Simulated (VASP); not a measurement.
# Li (a cell with a defect) in VASP: single point with PBEsol

Aim: the single point of Li (a cell with a defect) with PBEsol.

Program: VASP 6.6.1. These are calculated values, not measurements. Logs are shortened: lines on timing, memory, paths and dates and some standing lists are left out, and cuts for length are marked.

## (1) The structure

The cell holds a defect, 17 atoms: a = 6.980 Å, b = 6.980 Å, c = 6.980 Å, α = 90.00°, β = 90.00°, γ = 90.00°.

The cell was built by a generator and needn't be a form met in nature.

## (2) Single point, PBEsol

INCAR reads:

```
PREC = Accurate
ENCUT = 520
EDIFF = 1E-6
ISMEAR = -1
SIGMA = 0.05
LREAL = Auto
LASPH = True
NELM = 100
ALGO = Fast
ISIF = 2
LWAVE = False
LCHARG = False
GGA = PS
NBANDS = 40
```

KPOINTS reads:

```
Automatic mesh
0
Gamma
  3 3 3
```

POSCAR reads:

```
Li
1.0
    6.9800000000      0.0000000000      0.0000000000
    0.0000000000      6.9800000000      0.0000000000
    0.0000000000      0.0000000000      6.9800000000
Li
17
Direct
   -0.0031232092      0.0549713467      0.0066045845
    0.7530515759     -0.2711318052     -0.1838681948
    0.1280802292      0.3956733524     -0.1157020057
    0.1042263610     -0.0084813754      0.5556446991
    0.4230515759     -0.0899570201      0.0594126074
    0.5134813754      0.4387822350     -0.0667478510
    0.6731948424     -0.1495272206      0.4526790831
    0.5991260745      0.1216045845      0.2806017192
   -0.0922492837      0.2704727794      0.3107306590
    0.0960744986      0.7544699140      0.2356590258
    0.3769770774      0.1528939828      0.6868481375
    0.5918767908      0.4610458453      0.5244269341
    0.8039541547      0.5408309456      0.1643266476
    0.7852578797      0.1879656160      0.6189398281
    0.3662893983      0.6659312321      0.6665186246
    0.9640114613      0.5942979943      0.6269197708
    0.2407449857      0.3319770774      0.3420343840
```

Potentials or basis: VASP PAW PBE potentials, release 64 (Li_sv).

Run with:

```
$ cat potpaw_PBE.64/Li_sv/POTCAR > POTCAR
$ mpirun -np 1 vasp_std > vasp.out
```

OUTCAR:

```text
PREC = Accurate
   ENCUT = 520
   EDIFF = 1E-6
   ISMEAR = -1
   LREAL = Auto
   LASPH = True
   NELM = 100
   ISIF = 2
   GGA = PS

 ion  position               nearest neighbor table
   1  0.997  0.055  0.007-
   2  0.753  0.729  0.816-  16 2.19
   3  0.128  0.396  0.884-  16 2.54
   4  0.104  0.992  0.556-  11 2.39
   5  0.423  0.910  0.059-   8 2.46
   6  0.513  0.439  0.933-
   7  0.673  0.850  0.453-   8 2.30
   8  0.599  0.122  0.281-   7 2.30   9 2.40   5 2.46
   9  0.908  0.270  0.311-  13 2.27  17 2.37  14 2.39   8 2.40
  10  0.096  0.754  0.236-  13 2.57
  11  0.377  0.153  0.687-   4 2.39
  12  0.592  0.461  0.524-  15 2.35  14 2.43
  13  0.804  0.541  0.164-   9 2.27  10 2.57
  14  0.785  0.188  0.619-   9 2.39  12 2.43
  15  0.366  0.666  0.667-  12 2.35
  16  0.964  0.594  0.627-   2 2.19   3 2.54
  17  0.241  0.332  0.342-   9 2.37

  LATTYP: Found a simple cubic cell.
 ALAT       =     6.9800000000

  Lattice vectors:

 A1 = (   6.9800000000,   0.0000000000,   0.0000000000)
 A2 = (   0.0000000000,   6.9800000000,   0.0000000000)
 A3 = (   0.0000000000,   0.0000000000,   6.9800000000)

Analysis of symmetry for initial positions (statically):
=====================================================================
 Subroutine PRICEL returns:
 Original cell was already a primitive cell.

 Routine SETGRP: Setting up the symmetry group for a
 simple cubic supercell.

 Subroutine GETGRP returns: Found  1 space group operations
 (whereof  1 operations were pure point group operations)
 out of a pool of 48 trial point group operations.

The static configuration has the point symmetry C_1 .

Analysis of symmetry for dynamics (positions and initial velocities):
=====================================================================
 Subroutine PRICEL returns:
 Original cell was already a primitive cell.

 Routine SETGRP: Setting up the symmetry group for a
 simple cubic supercell.

 Subroutine GETGRP returns: Found  1 space group operations
 (whereof  1 operations were pure point group operations)
[... 120 lines left out ...]
   NELM   =    100;   NELMIN=  2; NELMDL= -5     # of ELM steps
   EDIFF  = 0.1E-05   stopping-criterion for ELM
   LREAL  =      T    real-space projection
   EDIFFG = 0.1E-04   stopping-criterion for IOM
   NSW    =      0    number of steps for IOM
   IBRION =     -1    ionic relax: 0-MD 1-quasi-New 2-CG
   NFREE  =      0    steps in history (QN), initial steepest desc. (CG)
   ISIF   =      2    stress and relaxation
   ISYM   =      2    0-nonsym 1-usesym 2-fastsym
   POTIM  = 0.5000    time-step for ionic-motion
   TEBEG  =    0.0;   TEEND  =   0.0 temperature during run
   PSTRESS=    0.0 pullay stress
   NELECT =      51.0000    total number of electrons
   NUPDOWN=      -1.0000    fix difference up-down
   EMIN   =  10.00;   EMAX   =-10.00  energy-range for DOS
   EFERMI =   0.00;   METHOD = LEGACY
   ISMEAR =    -1;   SIGMA  =   0.05  broadening in eV -4-tet -1-fermi 0-gaus
   EFERMI_NEDOS =   21; number of points for ismear=-14 and -15
   IALGO  =     68    algorithm
   IMIX   =      4    mixing-type and parameters
     AMIX     =   0.40;   BMIX     =  1.00
     AMIX_MAG =   1.60;   BMIX_MAG =  1.00
  volume/ion in A,a.u.               =      20.00       134.99
  Fermi-wavevector in a.u.,A,eV,Ry     =   0.869780  1.643646 10.293044  0.756517
  Thomas-Fermi vector in A             =   1.988651
   LORBIT       =      0    0 simple, 1 ext, 2 COOP (PROOUT), +10 PAW based schemes
   GGA     = PS    functional components
   LHFCALC =     F    Hartree Fock is set to
   AEXX    =    0.0000 exact exchange contribution
   IVDW    =     0    specifies the selected vdW correction
   LEPSILON=     F    determine dielectric tensor
   LRPA    =     F    only Hartree local field effects (RPA)
 non-spin polarized calculation
 RMM-DIIS sequential band-by-band and
  energy-cutoff  :      520.00
  volume of cell :      340.07
 maximum number of plane-waves:      9180
 NGX is ok and might be reduce to    54
   NGX = 25   NGY = 25   NGZ = 25

 number of electron      50.9999999 magnetization

 Free energy of the ion-electron system (eV)
  ---------------------------------------------------
  ext. energy  EPLUGINS =         0.00000000
  ---------------------------------------------------
  free energy    TOTEN  =       -30.10363338 eV

  energy without entropy =      -30.06939265  energy(sigma->0) =      -30.08651302

 E-fermi :   0.6425     XC(G=0):  -7.0135

 val. band max:        0.6255373074   @ k =   0.3333   0.0000   0.3333
 cond. band min:       0.6800385444   @ k =  -0.3333   0.0000   0.3333
 fundamental gap:      0.0545012370
 Fermi energy:         0.6425194896

 k-point     1 :       0.0000    0.0000    0.0000
  band No.  band energies     occupation
      1     -45.8550      2.00000
      2     -45.7473      2.00000
      3     -45.6020      2.00000
      4     -45.5542      2.00000
      5     -45.5392      2.00000
      6     -45.5002      2.00000
[... 549 lines left out ...]
     36       3.4997      0.00000
     37       3.7542      0.00000
 [bands above 37 left out]

------------------------ aborting loop because EDIFF is reached ----------------------------------------

  FORCE on cell =-STRESS in cart. coord.  units (eV):
  Direction    XX          YY          ZZ          XY          YZ          ZX
  --------------------------------------------------------------------------------------
  -------------------------------------------------------------------------------------
  Total        4.2751222      3.4460349      1.2759099      0.7818339     -1.9660390      1.8665089
  in kB       20.1415483     16.2354372      6.0112436      3.6834844     -9.2626755      8.7937555
  external PRESSURE =      14.1294097 kB  Pullay stress =       0.0000000 kB

 VOLUME and BASIS-vectors are now :
 -----------------------------------------------------------------------------
  energy-cutoff  :      520.00
  volume of cell :      340.07
      direct lattice vectors                 reciprocal lattice vectors
     6.980000000  0.000000000  0.000000000     0.143266476  0.000000000  0.000000000
     0.000000000  6.980000000  0.000000000     0.000000000  0.143266476  0.000000000
     0.000000000  0.000000000  6.980000000     0.000000000  0.000000000  0.143266476

 POSITION                                       TOTAL-FORCE (eV/Angst)
 -----------------------------------------------------------------------------------
      6.95820      0.38370      0.04610        -0.203052     -0.203663     -0.232000
      5.25630      5.08750      5.69660        -0.314000      0.798920      0.699204
      0.89400      2.76180      6.17240        -0.156506      0.070877      0.302417
      0.72750      6.92080      3.87840        -0.234021     -0.348274     -0.167220
      2.95290      6.35210      0.41470        -0.141333     -0.302301     -0.427243
      3.58410      3.06270      6.51410         0.170755     -0.359675      0.467744
[... 9 lines left out ...]
      6.72880      4.14820      4.37590         0.494663     -0.455482     -0.764188
      1.68040      2.31720      2.38740         0.525329      0.228619     -0.133407
 -----------------------------------------------------------------------------------
    total drift:                                0.007554     -0.002000     -0.003891

  FREE ENERGIE OF THE ION-ELECTRON SYSTEM (eV)
  ---------------------------------------------------
  free  energy   TOTEN  =       -30.1036333828 eV

  energy  without entropy=      -30.0693926523  energy(sigma->0) =      -30.08651302
```

It took 5.5 min on 1 thread of Intel Xeon Platinum 8559C (Emerald Rapids), shared host; peak memory 0.41 GiB.

What came out:

```
Free energy            : -30.1036 eV
Largest force          : 1.200 eV/Å
Band gap on the k mesh : none (metal or under the smearing width)
```

Forces on the atoms (eV/Å):
```
Li  -0.203 -0.204 -0.232
Li  -0.314  0.799  0.699
Li  -0.157  0.071  0.302
Li  -0.234 -0.348 -0.167
Li  -0.141 -0.302 -0.427
Li   0.171 -0.360  0.468
Li   0.133 -0.434 -0.079
Li  -0.532  0.457 -0.463
Li   0.403 -0.280 -0.039
Li   0.224 -0.131  0.110
Li   0.419 -0.122  0.174
Li   0.049  0.018 -0.506
Li  -0.387  0.529 -0.179
Li   0.085 -0.127  1.190
Li  -0.534  0.661  0.046
Li   0.495 -0.455 -0.764
Li   0.525  0.229 -0.133
```

Caveat: the cutoff is under 1.25 times the usual one of these potentials, so pressure, stress and relaxed cells hold a basis-set (Pulay) error; the PAW data sets were made with another functional, which shifts forces and pressure a little.
